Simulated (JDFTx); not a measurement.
Runs of JDFTx 1.7.0 (patched build) on AlN. Symmetry: P6_3mc, No. 186, hexagonal system. The conventional cell has a = 3.113 Å, b = 3.113 Å, c = 4.981 Å, α = 90.00°, β = 90.00°, γ = 120.00°. Al (site symmetry 3m) is surrounded by 4 N at 1.89 Å. N (site symmetry 3m) has 4 Al at 1.89 Å as nearest neighbours. 

| task | level | potentials or basis | cell | k mesh | cutoff (eV) | band ratio of the Davidson solver | max SCF steps | SCF threshold on the energy | solver of the electrons | further solve for the empty bands | mesh quality | gap on the mesh (eV) | pressure (GPa) | relaxed volume (Å³/atom) | largest force (eV/Å) |
| --- | --- | --- | --- | --- | --- | --- | --- | --- | --- | --- | --- | --- | --- | --- | --- |
| single point | PBEsol | PseudoDojo-SR-PBEsol-0.4.1-standard with smoothed tails | as given | 10 × 10 × 6 | 1143 | - | 100 | 1e-09 Ha | scf | yes | not flagged | 4.14 | 0.1 | - | 0.13 |
| screening | PBE | PseudoDojo-SR-PBE-0.5-standard | as given | 4 × 4 × 2 | 1143 | - | 100 | 1e-09 Ha | scf | yes | coarse | 4.22 | (a) | - | 0.15 |
| single point | r2SCAN | SG15-PBE-1.2 | as given | 4 × 4 × 2 | 1088 | - | 100 | 1e-09 Ha | scf | yes | coarse | 4.70 | 0.1 | - | - |
| relaxation of cell and atoms | RPBE | PseudoDojo-SR-PBE-0.5-standard | relaxed | 10 × 10 × 6 | 1143 | - | 100 | 1e-09 Ha | scf | no | not flagged | 4.09 | 0.0 | 10.68 | - |
| single point | LDA | PseudoDojo-SR-LDA-0.4.1-standard | as given | 10 × 10 × 6 | 1143 | - | 100 | 1e-09 Ha | scf | yes | not flagged | 4.26 | -5.8 | - | 0.11 |
| relaxation of cell and atoms | PBE+D3(BJ) | PseudoDojo-SR-PBE-0.5-standard | relaxed | 10 × 10 × 6 | 1143 | - | 100 | 1e-09 Ha | scf | no | not flagged | 4.24 | 0.0 | (b) | - |
| single point | PBE | PseudoDojo-SR-PBE-0.5-standard with smoothed tails | as given | 5 × 5 × 3 | 1143 | - | 100 | 1e-09 Ha | scf | yes | coarse | 4.22 | (c) | - | 0.13 |

Alike in all rows: no spin polarisation; smearing fermi-dirac 0.05 eV.

Q: Estimate the missing entries.

A: (a) 3.3; (b) 10.40; (c) 3.4.

Caveats: some runs use coarse meshes; the empty levels aren't tightly converged (some runs); the potentials were made for another functional, which shifts forces and pressure (some runs); meta-GGA forces are noisy on this grid (some runs); the forces don't sum to zero, a sign of grid noise (some runs); an odd mesh through Γ misses points on the zone boundary, where band edges often lie (some runs).

Not every run made on this cell is shown here.
